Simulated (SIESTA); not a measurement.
AlN:

```
CELL_PARAMETERS angstrom
0.00000 2.18399 2.18399
2.18399 0.00000 2.18399
2.18399 2.18399 0.00000
ATOMIC_POSITIONS crystal
Al 0.00000 0.00000 0.00000
N 0.25000 0.25000 0.25000
```

Measurements of this composition are mostly on another form, of space group No. 186.

Base run:

* Program: SIESTA 5.4.2
* Functional: RPBE
* Potentials or basis: PseudoDojo 0.4 standard (PBE files)
* Basis: DZP (energy shift 0.002 Ry; radii capped at 9.5 bohr)
* Grid cutoff: 800 Ry
* Energy shift: 0.002 Ry
* k mesh: 10 × 10 × 10
* Occupations: fermi-dirac, width 0.05 eV
* Spin: no spin polarisation

Its results: band gap on the k mesh 3.30 eV, indirect (least direct gap 4.42 eV); pressure 7.1 GPa.

Q: The run is repeated on the same cell with these changes: functional from RPBE to PW86PBE. What comes out?

A: Band gap on the k mesh 3.43 eV, indirect (least direct gap 4.51 eV); pressure 10.5 GPa.

Caveats: the potentials were made for another functional, which shifts forces and pressure; the basis of atomic orbitals isn't converged, which shifts pressures, moduli and gaps.

Not every run made on this cell is shown here.
